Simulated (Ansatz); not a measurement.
Crystal: GaSb.

```xyz
2
Lattice="0.0000 3.0590 3.0590 3.0590 0.0000 3.0590 3.0590 3.0590 0.0000" Properties=species:S:1:pos:R:3 pbc="T T T"
Sb    4.5885    4.5885    4.5885
Ga    0.0000    0.0000    0.0000
```

* Program: Ansatz 0.2.0
* Task: relaxation of cell and atoms
* Functional: PBEsol
* Dispersion: D4
* Potentials or basis: all-electron LAPW, scalar-relativistic
* Basis error allowed: 0.001 eV/atom
* k mesh: 8 × 8 × 8
* Occupations: fermi-dirac, width 0.05 eV
* Spin: no spin polarisation

At the start: volume 28.62 Å³/atom.

Question: Where does the relaxation end?

Answer: Over 4 steps the energy falls by 3.6 meV/atom and the volume is 27.84 Å³/atom (-2.7 %); space group F-43m (No. 216, to 0.05 Å).

The path:
```csv
step,energy change (eV),largest force (eV/Å),volume (Å³)
1,0.0000,0.0000,57.25
2,-0.0065,0.0000,55.17
3,-0.0073,0.0000,55.69
4,-0.0073,0.0000,55.69
```

Final structure:
```
Sb Ga
1.0
     0.00000    3.03097    3.03097
     3.03097    0.00000    3.03097
     3.03097    3.03097    0.00000
Sb Ga
1 1
Direct
  0.75000 0.75000 0.75000
  0.00000 0.00000 0.00000
```
